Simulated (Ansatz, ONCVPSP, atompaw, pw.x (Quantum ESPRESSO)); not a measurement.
## Which Zr potential is closest to all-electron in the fcc crystal?

All use PBE, scalar-relativistic, no spin, cutoffs from each file’s atomic test, pw.x 7.5; 13³ k-points, Fermi–Dirac smearing 0.01 Ry. Δ is the rms difference from all-electron LAPW of the E(V) curves that follow from fits to the pressures, over ±6 % in volume. Mesh and smearing are coarse and serve the comparison alone. The files are a selection: those with a ghost or negative overlap were mostly not run, and those with noisy or unconverged pressures or nearly equal Δ are left out.

All-electron: a0 = 4.534 Å (V0 = 23.31 Å³/atom), B0 = 89.0 GPa.

(1) Rank them by Δ, smallest first.
A. optimised norm-conserving Vanderbilt (ONCV), ONCVPSP 4.0.1.1 (patched build), PBE; core [Ar] 3d10, reference 4s2 4p6 4d2.5 5s1.5; waves: 4s+5s: rc 1.85 bohr, ncon 3, nbas 7, qcut 6.6 1/bohr, 2 projectors; 4p: rc 2.20 bohr, ncon 4, nbas 9, qcut 6.5 1/bohr, 2 projectors, debl 3.3 Ha; 4d: rc 2.65 bohr, ncon 4, nbas 9, qcut 4.8 1/bohr, 2 projectors, debl 2.6 Ha; local part: polynomial inside 1.75 bohr (lpopt 3, dvloc0 0 Ha); core correction: Teter function, fcfact 4.75, rcfact 1.65.
B. PAW, atompaw 4.2.0.5, PBE; core [Ar] 3d10, reference 4s2 4p6 4d2 5s2 5p0; waves: 4s (bound): rc 1.70 bohr; 5s (bound): rc 2.50 bohr; 4p (bound): rc 2.10 bohr; 5p (bound, empty): rc 2.50 bohr; 4d (bound): rc 2.50 bohr; 4d channel at 0.55 Ry: rc 2.50 bohr; local part: vpsmatchnc scheme with l = 3 at 0 Ry, radius 2.05 bohr; core correction: smooth core density matched at 1.75 bohr; augmentation: besselshape compensation charge, radius 2.30 bohr; PAW radius 2.50 bohr; waves and projectors: custom polynom2 7 10 vanderbiltortho.
C. optimised norm-conserving Vanderbilt (ONCV), ONCVPSP 4.0.1.1 (patched build), PBE; core [Ar] 3d10, reference 4s2 4p6 4d2 5s2; waves: 4s+5s: rc 2.15 bohr, ncon 3, nbas 7, qcut 6.9 1/bohr, 2 projectors; 4p: rc 2.15 bohr, ncon 4, nbas 7, qcut 7.1 1/bohr, 3 projectors, debl 3.2 Ha; 4d: rc 1.90 bohr, ncon 3, nbas 6, qcut 5.3 1/bohr, 2 projectors, debl 4 Ha; local part: polynomial inside 1.20 bohr (lpopt 2, dvloc0 4 Ha); core correction: Teter function, fcfact 4, rcfact 1.35.
D. PAW, atompaw 4.2.0.5, PBE; core [Kr], reference 4d2 5s2 5p0; waves: 5s (bound): rc 3.00 bohr; 5s channel at 0.05 Ry: rc 3.00 bohr; 5p (bound, empty): rc 3.00 bohr; 5p channel at 0.45 Ry: rc 3.00 bohr; 4d (bound): rc 2.95 bohr; 4d channel at 0.2 Ry: rc 3.00 bohr; 4f channel at 0.05 Ry: rc 3.00 bohr; local part: bessel scheme, radius 2.00 bohr; core correction: smooth core density matched at 1.95 bohr; augmentation: besselshape compensation charge, radius 2.50 bohr; PAW radius 3.00 bohr; waves and projectors: custom polynom2 7 10 vanderbiltortho.
E. optimised norm-conserving Vanderbilt (ONCV), ONCVPSP 4.0.1.1 (patched build), PBE; core [Ar] 3d10, reference 4s2 4p6 4d3 5s1; waves: 4s+5s: rc 1.80 bohr, ncon 4, nbas 7, qcut 5.5 1/bohr, 2 projectors; 4p: rc 2.15 bohr, ncon 3, nbas 7, qcut 6.3 1/bohr, 2 projectors, debl 1.7 Ha; 4d: rc 1.80 bohr, ncon 3, nbas 8, qcut 7.1 1/bohr, local; local part: the d channel; core correction: Teter function, fcfact 4.5, rcfact 1.7.

## Answers

(1) C (0.3 meV/atom), E (0.6 meV/atom), A (1.5 meV/atom), D (4.9 meV/atom), B (7.5 meV/atom).
